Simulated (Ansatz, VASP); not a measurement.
## One calculation of Pt, two programs

```
Pt
1.0
     2.74397    0.00000    0.00000
    -1.37198    2.37634    0.00000
     1.37198    0.79211    2.28951
Pt
1
Cartesian
  0.0000 0.0000 0.0000
```

Alike in both runs: functional PBEsol; k mesh 15 × 15 × 15; occupations gaussian, width 0.1 eV; no spin polarisation.

Ansatz relaxed the structure, and its values are those at the end. VASP's run is a single point on that final structure, the one shown.

|  | VASP | Ansatz |
| --- | --- | --- |
| version | VASP 6.6.1 | Ansatz 0.2.0 |
| potentials or method | VASP PAW PBE potentials, release 64 (Pt) | scalar-relativistic, plane waves, PAW |
| plane-wave cutoff (eV) | 520 | 420 |
| valence electrons in the cell | 10 | 18 |

Ansatz gave:

| Property | Result |
| --- | --- |
| gap on the k mesh at the Fermi level (eV) | none |
| pressure (GPa) | 2.3 |

Task: Estimate VASP's values.

Result: gap on the k mesh at the Fermi level (eV): none; pressure (GPa): 1.9.

A gap of «none» marks a metal or a gap that the smearing closes. The two sets of potentials don't hold the same shells in valence.

Caveats: the PAW data sets were made with another functional, which shifts forces and pressure a little (VASP). Spin-orbit coupling is left out, which matters for the levels of Pt.
